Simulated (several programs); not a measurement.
A 5-atom cell of BaZrO3 started from a crystallographic database, relaxed with r2SCAN in Ansatz, was computed with several methods. It is cubic, Pm-3m (No. 221); conventional cell a = 4.205 Å, 14.87 Å³ an atom. Around Ba lie 12 O at 2.97 Å; around Zr lie 6 O at 2.10 Å; around O lie 2 Zr at 2.10 Å and 4 Ba at 2.97 Å. Calculated for a static, non-magnetic cell.

```
Ba Zr O
1.0
     4.20535    0.00000    0.00000
     0.00000    4.20535    0.00000
     0.00000    0.00000    4.20535
Ba Zr O
1 1 3
Cartesian
  0.0000 0.0000 0.0000
  2.1027 2.1027 2.1027
  0.0000 2.1027 2.1027
  2.1027 0.0000 2.1027
  2.1027 2.1027 0.0000
```

Gaps and times are for a single point on this cell; volume and bulk modulus come from each method's own relaxation or energy curve at fixed shape. Times are rough, from shared hosts (AMD EPYC 7R13 Processor; Arm Neoverse V1; NVIDIA H100 80GB HBM3), and each method has its own mesh and cell size. A dagger marks a closed or tiny gap in a crystal that DFT finds insulating: a failure of the method or a wrong SCF state. PM6 (MOPAC), PM7 (MOPAC), GFN2-xTB (tblite) treat a cluster of cells at its zone centre, which samples few k points: where these miss a band edge, the gap comes out too large for that reason alone. Gaps from k meshes are read at a limited set of points (mesh, symmetry points, PBE's band edges), so each method's own least gap may be somewhat smaller. xTB and the PM methods were fitted mostly to molecules, and can miss a solid's gap by electronvolts. Minimal bases can be far off for gaps. Times of the plane-wave rungs are withheld (a dash), since they come from other jobs, hosts and meshes; the meshes of hybrids and Hartree-Fock don't converge their gaps to the digits shown. GLLB-SC's gap includes the derivative discontinuity. d marks a direct gap, i an indirect one (no mark: not told apart), a dash a value that wasn't computed or didn't pass its checks.

| method | kind | gap (eV) | own volume (Å³/atom) | bulk modulus (GPa) | atoms computed | processor time |
| --- | --- | --- | --- | --- | --- | --- |
| PBEsol | semilocal | – | 14.61 | – | 5 | – |
| light PBE (260 eV, its own mesh) | light plane-wave | 2.85 i | – | – | 5 | 0.99 s |
| LDA | semilocal | 3.11 i | 14.27 | – | 5 | – |
| PBE+SOC | semilocal | 3.19 i | – | – | 5 | – |
| PBE | semilocal | 3.22 i | 15.11 | 149 | 5 | – |
| PM7 (MOPAC) | semi-empirical | 3.03 | – | – | cluster | 4.6 s |
| GFN2-xTB (tblite) | tight binding | 0.00† | – | – | cluster | 5.7 s |
| r2SCAN | semilocal | 3.73 i | 14.87 | 163 | 5 | – |
| GLLB-SC (GPAW) | model potential | 6.15 | – | – | 5 | 15 s |
| PBE/SZV (CP2K) | small basis | 2.23 d | 15.93 | 144 | 5 | 16 s |
| PM6 (MOPAC) | semi-empirical | 3.46 | – | – | cluster | 17 s |
| PBE0 | hybrid | 5.44 i | – | – | 5 | – |
| HSE06 | hybrid | 4.69 i | – | – | 5 | – |
| r2SCANh | hybrid | 4.55 i | – | – | 5 | – |
| DDH-PBE0 | hybrid | 5.03 i | – | – | 5 | – |
| PBE/DZVP (CP2K) | small basis | 3.08 i | 15.20 | 151 | 5 | 44 s |

Problem. How far from the measured values lie the methods that can be set against them?

Solution.
- Volume, measured 14.73 Å³ an atom: PBEsol -0.8 %, LDA -3.2 %, PBE +2.5 %, r2SCAN +1.0 %, PBE/SZV (CP2K) +8.1 %, PBE/DZVP (CP2K) +3.1 %.
The calculations are for a static lattice; samples hold vibrations, temperature and, in optical gaps, excitons. A measured value is shown where most reports agree with it, and only for the quantities listed. Sources: 14.73 Å³ an atom (from the lattice constants; cubic cell parameter; 300 K; “EXAFS study of lead-free relaxor ferroelectric BaTi(1-x)Zr(x)O3 at the Zr K-edge”; 2006; arxiv:cond-mat/0602127).

Only the rows marked +SOC include spin-orbit coupling.
